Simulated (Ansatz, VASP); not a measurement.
Two plane-wave programs on BiTe

```
Bi Te
1.0
     0.00000    3.26174    3.26174
     3.26174    0.00000    3.26174
     3.26174    3.26174    0.00000
Bi Te
1 1
Direct
  0.00000 0.00000 0.00000
  0.50000 0.50000 0.50000
```

Alike in both runs: task single point; functional PBE; k mesh 6 × 6 × 6; occupations fermi-dirac, width 0.1 eV; no spin polarisation.

```csv
,VASP,Ansatz
version,VASP 6.6.1,Ansatz 0.2.0
potentials or method,"VASP PAW PBE potentials, release 64 (Bi_d, Te)","plane waves, PAW"
plane-wave cutoff (eV),520,435
valence electrons in the cell,21,31
```

```tsv
	VASP	Ansatz	Ansatz less VASP
pressure (GPa)	-0.4	-0.3	+0.06
```

The functional is the same, so the differences come from potentials, cutoffs and numerics. The two sets of potentials don't hold the same shells in valence. Ansatz warned: «stress_scf_threshold_loose».
